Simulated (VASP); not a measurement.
# H in VASP: single point with RPBE

Aim: the single point of H with RPBE.

Program: VASP 6.6.1. These are calculated values, not measurements. Logs are shortened: lines on timing, memory, paths and dates and some standing lists are left out, and cuts for length are marked.

## Step 1: The crystal as given

The cell holds a molecule_in_box, 1 atom: a = 14.000 Å, b = 14.500 Å, c = 15.000 Å, α = 90.00°, β = 90.00°, γ = 90.00°.

## Step 2: Single point, RPBE, collinear spin, ferromagnetic start

File INCAR:

```
SYSTEM = H
PREC     = Accurate       ! precision mode
ENCUT    = 450            ! plane-wave cutoff, eV
EDIFF    = 1E-7           ! SCF threshold, eV
ISMEAR   = 0              ! smearing method
SIGMA    = 0.005          ! smearing width, eV
LREAL    = .FALSE.        ! projectors in reciprocal space
LASPH    = .TRUE.         ! aspherical terms in the spheres
NELM     = 200            ! most SCF steps
ALGO     = Normal         ! electronic algorithm
ISIF     = 2              ! what is computed and relaxed
LWAVE    = .FALSE.        ! write WAVECAR
LCHARG   = .FALSE.        ! write CHGCAR
ISPIN    = 2              ! spin polarisation
MAGMOM   = 1              ! initial moments
LORBIT   = 11             ! projections on sites
GGA      = RP             ! functional
NBANDS   = 10             ! bands
AMIX     = 0.2          
BMIX     = 1E-4         
AMIX_MAG = 0.8          
BMIX_MAG = 1E-4         
ISYM     = 0
```

File KPOINTS:

```
regular mesh
0
G
  1 1 1
  0 0 0
```

File POSCAR:

```
H
1.0
   14.0000000000      0.0000000000      0.0000000000
    0.0000000000     14.5000000000      0.0000000000
    0.0000000000      0.0000000000     15.0000000000
H
1
Direct
    0.5000000000      0.5000000000      0.5000000000
```

Potentials or basis: VASP PAW PBE potentials, release 64 (H).

On the command line:

```
$ cat potpaw_PBE.64/H/POTCAR > POTCAR
$ mpirun -np 2 vasp_gam > vasp.out
```

OUTCAR:

```text
SYSTEM = H
   PREC = Accurate
   ENCUT = 450
   EDIFF = 1E-7
   ISMEAR = 0
   LREAL = .FALSE.
   LASPH = .TRUE.
   NELM = 200
   ISIF = 2
   ISPIN = 2
   LORBIT = 11
   GGA = RP
   AMIX = 0.2
   AMIX_MAG = 0.8
   ISYM = 0

 ion  position               nearest neighbor table
   1  0.500  0.500  0.500-

IMPORTANT INFORMATION: All symmetrisations will be switched off!
NOSYMM: (Re-)initialisation of all symmetry stuff for point group C_1.

----------------------------------------------------------------------------------------

                                     Primitive cell

  volume of cell :    3045.0000

  direct lattice vectors                    reciprocal lattice vectors
    14.000000000  0.000000000  0.000000000     0.071428571  0.000000000  0.000000000
     0.000000000 14.500000000  0.000000000     0.000000000  0.068965517  0.000000000
     0.000000000  0.000000000 15.000000000     0.000000000  0.000000000  0.066666667

  length of vectors
    14.000000000 14.500000000 15.000000000     0.071428571  0.068965517  0.066666667

  position of ions in fractional coordinates (direct lattice)
     0.500000000  0.500000000  0.500000000

  ion indices of the primitive-cell ions
   primitive index   ion index
                 1           1

----------------------------------------------------------------------------------------

 KPOINTS: regular mesh

Automatic generation of k-mesh.
 Grid dimensions read from file:
 generate k-points for:    1    1    1

 Generating k-lattice:

  Cartesian coordinates                     Fractional coordinates (reciprocal lattice)
     0.071428571  0.000000000  0.000000000     1.000000000  0.000000000  0.000000000
     0.000000000  0.068965517  0.000000000     0.000000000  1.000000000  0.000000000
     0.000000000  0.000000000  0.066666667     0.000000000  0.000000000  1.000000000

  Length of vectors
     0.071428571  0.068965517  0.066666667

  Shift w.r.t. Gamma in fractional coordinates (k-lattice)
     0.000000000  0.000000000  0.000000000

 Subroutine IBZKPT returns following result:
 ===========================================

 Found      1 irreducible k-points:

 Following reciprocal coordinates:
            Coordinates               Weight
  0.000000  0.000000  0.000000      1.000000
   k-points           NKPTS =      1   k-points in BZ     NKDIM =      1   number of bands    NBANDS=     10
   number of dos      NEDOS =    301   number of ions     NIONS =      1
   total plane-waves  NPLWV = ******
   dimension x,y,z NGX =    98 NGY =  100 NGZ =  108
   dimension x,y,z NGXF=   196 NGYF=  200 NGZF=  216
   ions per type =               1
   NGX,Y,Z   is equivalent  to a cutoff of  11.64, 11.47, 11.97 a.u.
   NGXF,Y,Z  is equivalent  to a cutoff of  23.27, 22.93, 23.94 a.u.
 SYSTEM =  H
   PREC   = accura    normal or accurate (medium, high low for compatibility)
   ISTART =      0    job   : 0-new  1-cont  2-samecut
   ICHARG =      2    charge: 1-file 2-atom 10-const
   ISPIN  =      2    spin polarized calculation?
   LNONCOLLINEAR =      F non collinear calculations
   LSORBIT =      F    spin-orbit coupling
   LASPH  =      T    aspherical Exc in radial PAW
   ENCUT  =  450.0 eV  33.07 Ry    5.75 a.u.  24.22 25.08 25.95*2*pi/ulx,y,z
   NELM   =    200;   NELMIN=  2; NELMDL= -5     # of ELM steps
   EDIFF  = 0.1E-06   stopping-criterion for ELM
   LREAL  =      F    real-space projection
   EDIFFG = 0.1E-05   stopping-criterion for IOM
   NSW    =      0    number of steps for IOM
   IBRION =     -1    ionic relax: 0-MD 1-quasi-New 2-CG
   NFREE  =      0    steps in history (QN), initial steepest desc. (CG)
   ISIF   =      2    stress and relaxation
   ISYM   =      0    0-nonsym 1-usesym 2-fastsym
   POTIM  = 0.5000    time-step for ionic-motion
   TEBEG  =    0.0;   TEEND  =   0.0 temperature during run
   PSTRESS=    0.0 pullay stress
   NELECT =       1.0000    total number of electrons
   NUPDOWN=      -1.0000    fix difference up-down
   EMIN   =  10.00;   EMAX   =-10.00  energy-range for DOS
   EFERMI =   0.00;   METHOD = LEGACY
   ISMEAR =     0;   SIGMA  =   0.01  broadening in eV -4-tet -1-fermi 0-gaus
   EFERMI_NEDOS =   21; number of points for ismear=-14 and -15
   IALGO  =     38    algorithm
   IMIX   =      4    mixing-type and parameters
     AMIX     =   0.20;   BMIX     =  0.00
     AMIX_MAG =   0.80;   BMIX_MAG =  0.00
  volume/ion in A,a.u.               =    3045.00     20548.67
  Fermi-wavevector in a.u.,A,eV,Ry     =   0.112948  0.213441  0.173573  0.012757
  Thomas-Fermi vector in A             =   0.716627
   LORBIT       =     11    0 simple, 1 ext, 2 COOP (PROOUT), +10 PAW based schemes
   GGA     = RP    functional components
   LHFCALC =     F    Hartree Fock is set to
   AEXX    =    0.0000 exact exchange contribution
   IVDW    =     0    specifies the selected vdW correction
   LEPSILON=     F    determine dielectric tensor
   LRPA    =     F    only Hartree local field effects (RPA)
 spin polarized calculation
 Gauss-broadening in eV      SIGMA  =   0.01
  energy-cutoff  :      450.00
  volume of cell :     3045.00
 maximum number of plane-waves:     33027
 NGX is ok and might be reduce to    98
   NGX = 49   NGY = 51   NGZ = 51

 number of electron       1.0000002 magnetization       1.0000002

 Free energy of the ion-electron system (eV)
  ---------------------------------------------------
  ext. energy  EPLUGINS =         0.00000000
  ---------------------------------------------------
  free energy    TOTEN  =        -1.20583147 eV

  energy without entropy =       -1.20583147  energy(sigma->0) =       -1.20583147

 E-fermi :  -7.5860     XC(G=0):  -0.0554

 val. band max:       -7.6353774920   @ k =   0.0000   0.0000   0.0000
 cond. band min:      -0.1430133040   @ k =   0.0000   0.0000   0.0000
 fundamental gap:      7.4923641881
 Fermi energy:        -7.5860039992

 spin component 1

 k-point     1 :       0.0000    0.0000    0.0000
  band No.  band energies     occupation
      1      -7.6354      1.00000
      2      -0.1430      0.00000
      3       0.3540      0.00000
      4       0.3775      0.00000
      5       0.4033      0.00000
      6       0.4787      0.00000
      7       0.6545      0.00000
      8       0.7066      0.00000
      9       0.9885      0.00000
     10       1.0108      0.00000
 Fermi energy:        -7.5860039992

 spin component 2

 k-point     1 :       0.0000    0.0000    0.0000
  band No.  band energies     occupation
      1       0.0249      0.00000
      2       0.6815      0.00000
      3       0.6899      0.00000
      4       0.7287      0.00000
      5       0.7434      0.00000
      6       0.7810      0.00000
      7       0.8269      0.00000
      8       1.3989      0.00000
      9       1.4003      0.00000
     10       1.4101      0.00000

------------------------ aborting loop because EDIFF is reached ----------------------------------------

  FORCE on cell =-STRESS in cart. coord.  units (eV):
  Direction    XX          YY          ZZ          XY          YZ          ZX
  --------------------------------------------------------------------------------------
  -------------------------------------------------------------------------------------
  Total       -0.0249320     -0.0250945     -0.0249526     -0.0000001     -0.0000001      0.0000001
  in kB       -0.0131184     -0.0132039     -0.0131292     -0.0000000     -0.0000000      0.0000000
  external PRESSURE =      -0.0131505 kB  Pullay stress =       0.0000000 kB

 VOLUME and BASIS-vectors are now :
 -----------------------------------------------------------------------------
  energy-cutoff  :      450.00
  volume of cell :     3045.00
      direct lattice vectors                 reciprocal lattice vectors
    14.000000000  0.000000000  0.000000000     0.071428571  0.000000000  0.000000000
     0.000000000 14.500000000  0.000000000     0.000000000  0.068965517  0.000000000
     0.000000000  0.000000000 15.000000000     0.000000000  0.000000000  0.066666667

 POSITION                                       TOTAL-FORCE (eV/Angst)
 -----------------------------------------------------------------------------------
      7.00000      7.25000      7.50000        -0.000001      0.000001     -0.000001
 -----------------------------------------------------------------------------------
    total drift:                               -0.000001      0.000001     -0.000001

  FREE ENERGIE OF THE ION-ELECTRON SYSTEM (eV)
  ---------------------------------------------------
  free  energy   TOTEN  =        -1.2058314712 eV

  energy  without entropy=       -1.2058314712  energy(sigma->0) =       -1.20583147

 total charge

# of ion       s       p       d       tot
------------------------------------------
    1        0.384   0.000   0.000   0.384

 magnetization (x)

# of ion       s       p       d       tot
------------------------------------------
    1        0.384   0.000   0.000   0.384
```

Run time: 1.7 min. Hardware: 2 MPI ranks of AMD EPYC 9R45 (Zen 5), shared host; peak memory 1.3 GiB.

What came out:

```
Free energy                                           : -1.2058 eV
Gap between the frontier levels                       : 7.49 eV
Net moment                                            : 1.00 μB per cell
Site moments                                          : H +0.38 μB
Valence electrons inside the program's atomic spheres : H 0.38
```

Levels at points of the mesh, in eV from the valence-band top:
Spin up:
| k point | band 1 | band 2 | band 3 | band 4 | band 5 |
| --- | --- | --- | --- | --- | --- |
| (0.00, 0.00, 0.00) | 0.00 | 7.49 | 7.99 | 8.01 | 8.04 |
Spin down:
```csv
k point,band 1,band 2,band 3,band 4
"(0.00, 0.00, 0.00)",7.66,8.32,8.33,8.36
```

Caveat: the PAW data sets were made with another functional, which shifts forces and pressure a little.
